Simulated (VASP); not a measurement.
Bi: single point with PBE

Bi:

```xyz
1
Lattice="-1.9814 1.9814 1.9814 1.9814 -1.9814 1.9814 1.9814 1.9814 -1.9814" Properties=species:S:1:pos:R:3 pbc="T T T"
Bi    0.0000    0.0000    0.0000
```

This isn't the form of Bi at room conditions, which is rhombohedral.

```yaml
Program: VASP 6.6.1
Task: single point
Functional: PBE
Potentials_or_basis: VASP PAW PBE potentials, release 64 (Bi_d)
Cutoff: 520 eV
k_mesh: 7 × 7 × 7
Occupations: methfessel-paxton, width 0.025 eV
Spin: non-collinear spin, typed start, spin-orbit coupling
Starting_moments: "[[0.5, 0.0, 0.0]] μB"
Dipole_correction: no
Further_INCAR_settings: ALGO = Normal; EDIFF = 1e-07; NBANDS = 26
```

| Item | Value |
| --- | --- |
| Pressure | 2.3 GPa |
| Net moment | 0.00 μB per cell |
| Valence electrons inside the program's atomic spheres | Bi 12.75 |

Moments on the atoms (μB; x, y, z):
```
Bi  0.00 0.00 0.00
```

Run time: 73 s on 1 thread of Intel(R) Xeon(R) Platinum 8488C (Sapphire Rapids), on a shared host, peak memory 0.27 GiB.
